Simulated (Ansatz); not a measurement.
# SrTiO3 under pressure: fit and missing row

SrTiO3, Pm-3m, a = 3.947 Å. The structure is a Materials Project entry; whether it is the stable form wasn't checked. Ansatz: PBE+U, PAW, 420 eV, Γ-centred 8×8×8 mesh on 5 atoms, Gaussian smearing 0.02 eV; U_eff Ti 4.00 eV; no spin polarisation. Cell and atoms are relaxed at each pressure, and no other structure is tried, so the rows at high pressure may lie past a change of phase.

| V (Å³/atom) | P (GPa) |
| --- | --- |
| ? | 59.93 |
| 10.765 | 29.95 |
| 11.404 | 15.00 |
| 11.779 | 8.01 |
| 12.090 | 3.01 |
| 12.299 | 0.01 |
| 12.534 | -3.05 |

Problem. Take V0 = 12.299 Å³/atom, count pressures from its P0 = 0.01 GPa, fit the third-order Birch–Murnaghan form to the other rows, and predict the missing volume.

Solution. With the Eulerian strain f = ½[(V0/V)^(2/3) − 1] and y = (P − P0)/[3f(1 + 2f)^(5/2)], the form is the line y = B0 + 1.5 B0 (B0′ − 4) f. Rows (f, y): 0.04644, 172.1; 0.02583, 170.6; 0.01461, 169.8; 0.00575, 169.0; -0.00627, 167.9. Means f = 0.01727, y = 169.88; Σ(Δf)² = 0.001618, ΣΔfΔy = 0.1279; the slope is their ratio. y = 168.5 + 79.03 f GPa, so B0 = 168.5 GPa and B0′ = 4 + 2 × (79.03)/(3 × 168.5) = 4.31. P = 59.93 GPa is met at f = 0.07915 (y = 174.76), so V = V0 (1 + 2f)^(−3/2) = 9.866 Å³/atom. The run gave 9.862 Å³/atom, so the fit is 0.004 Å³/atom too high, a small miss on the scale of the series. The form still works here, 91 % of the fitted range beyond its end.

Symmetry holds off the tilts and polar distortions that many cubic perovskites undergo.